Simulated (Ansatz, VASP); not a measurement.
## One calculation of W, two programs

```xyz
1
Lattice="-1.3508 1.3508 1.3508 1.3508 -1.3508 1.3508 1.3508 1.3508 -1.3508" Properties=species:S:1:pos:R:3 pbc="T T T"
W     0.0000    0.0000    0.0000
```

Change from the starting cell: volume scaled by 0.64, LAPW.

Alike in both runs: task single point; functional LDA; k mesh 19 × 19 × 19; occupations fermi-dirac, width 0.1 eV; no spin polarisation.

|  | VASP | Ansatz |
| --- | --- | --- |
| version | VASP 6.6.1 | Ansatz 0.2.0 |
| potentials or method | VASP PAW LDA potentials, release 64 (W_sv), cutoff 520 eV | all-electron LAPW, scalar-relativistic |

|  | VASP | Ansatz | Ansatz less VASP |
| --- | --- | --- | --- |
| pressure (GPa) | 382.5 | 363.0 | -19.48 |

Ansatz ran all-electron here, so the differences hold the error of VASP's frozen core and of both bases.

Caveats: the cell as given lies far from equilibrium; so large a pressure means that the cell lies far from this level's equilibrium, or that cutoff or potentials fall short (VASP). Spin-orbit coupling is left out, which matters for the levels of W.
